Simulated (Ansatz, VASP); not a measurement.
**Two plane-wave programs on Mo**

```
CELL_PARAMETERS angstrom
-1.56465 1.56465 1.56465
1.56465 -1.56465 1.56465
1.56465 1.56465 -1.56465
ATOMIC_POSITIONS crystal
Mo 0.00000 0.00000 0.00000
```

Alike in both runs: functional PBEsol; k mesh 18 × 18 × 18; occupations gaussian, width 0.1 eV; no spin polarisation.

Ansatz relaxed the structure, and its values are those at the end. VASP's run is a single point on that final structure, the one shown.

```csv
,VASP,Ansatz
version,VASP 6.6.1,Ansatz 0.2.0
potentials or method,"VASP PAW PBE potentials, release 64 (Mo_sv)","scalar-relativistic, plane waves, PAW"
plane-wave cutoff (eV),520,420
valence electrons in the cell,14,14
```

```tsv
	VASP	Ansatz	Ansatz less VASP
gap on the k mesh at the Fermi level (eV)	none	none	-
pressure (GPa)	0.6	0.0	-0.55
```

A gap of «none» marks a metal or a gap that the smearing closes.

Caveats: the PAW data sets were made with another functional, which shifts forces and pressure a little (VASP).
